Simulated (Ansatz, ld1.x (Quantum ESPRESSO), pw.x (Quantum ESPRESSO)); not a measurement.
# magnesium (Mg): one change to the ultrasoft potential, in the atom and in the sc crystal

magnesium (Mg), ultrasoft, made with ld1.x (Quantum ESPRESSO) 7.5 (PBE, scalar-relativistic). Core [Ne], reference 3s2 3p0. Waves: 3s (bound): rcut 1.80, rcutus 2.30 bohr; 3s channel at 0.6 Ry: rcut 1.80, rcutus 2.30 bohr; 3p (bound, empty): rcut 3.00, rcutus 3.40 bohr; 3p channel at 0.75 Ry: rcut 3.00, rcutus 3.40 bohr. Local part: all-electron potential smoothed inside 2.60 bohr (lloc = -1). Core correction: none. Augmentation charge: built from norm-conserving waves at rcut, not smoothed further.

Change: type RRKJ; waves now 3s (bound): rc 2.30 bohr; 3p (bound): rc 3.40 bohr; local potential all-electron potential smoothed inside 2.15 bohr (lloc = -1); rho0 0.001.

Cutoffs, loose and tight: the cutoffs (Ry, on a coarse ladder) from which the occupation-weighted sum of valence levels, in a spherical-Bessel basis at the reference potential, stays within 10 and 1 mRy of its value at 400 Ry. They do not see the model core or the augmentation charge, which bear on the density cutoff. Test errors are all-electron minus pseudo excitation energies from the reference, over the configurations 3s1 3p0; 3s1.5 3p0; 3s1 3p1; 3s0 3p2; 3s0 3p1; variants that change the core or the reference have their own tests.

Crystal test: sc Mg in pw.x 7.5, no spin, 11³ k-points, Fermi–Dirac smearing 0.01 Ry, cutoffs set for each file from its atomic test. The reference is all-electron LAPW (Ansatz 0.2.0) with the same functional, mesh and smearing; V0 and B0 come from Birch–Murnaghan fits to the pressures at five volumes. Errors are pseudo minus all-electron; Δ is the rms difference of the E(V) curves that follow from these fits, minima aligned, over ±6 % about the mean V0. Mesh and smearing are coarse, so the numbers serve the comparison and aren't converged zero-temperature values; the lattice is a test structure that the element need not adopt.

All-electron: a0 = 3.021 Å (V0 = 27.58 Å³/atom), B0 = 22.7 GPa.

Does the change bring the crystal closer to the all-electron result?

The mean pressure error goes from +0.85 to +0.73 GPa, so the change moves the solid closer to the all-electron pressures.

```json
{"quantity": "outcome (atom)", "base": "generated", "changed": "generated"}
{"quantity": "cutoff, loose (atom)", "base": "6 Ry", "changed": "8 Ry"}
{"quantity": "cutoff, tight (atom)", "base": "6 Ry", "changed": "12 Ry"}
{"quantity": "bound ghosts (atom)", "base": "none", "changed": "none"}
{"quantity": "largest test error (meV) (atom)", "base": "+111", "changed": "+109"}
{"quantity": "cutoffs in pw.x (Ry)", "base": "40/600", "changed": "35/140"}
{"quantity": "a0 (Å)", "base": "3.059", "changed": "3.054"}
{"quantity": "a0 error (%)", "base": "+1.24", "changed": "+1.07"}
{"quantity": "B0 error (%)", "base": "-4.6", "changed": "-4.4"}
{"quantity": "Δ (meV/atom)", "base": "5.0", "changed": "4.3"}
{"quantity": "mean pressure error (GPa)", "base": "+0.85", "changed": "+0.73"}
```

Base: The largest radius (3.40 bohr) exceeds half the bond length (2.86 bohr), so the spheres overlap, which is one possible source of error among others. This is a poor potential for the solid. Changed file: The largest radius (3.40 bohr) exceeds half the bond length (2.86 bohr), so the spheres overlap, which is one possible source of error among others. This is a poor potential for the solid. The atomic cutoffs weigh occupied waves only.
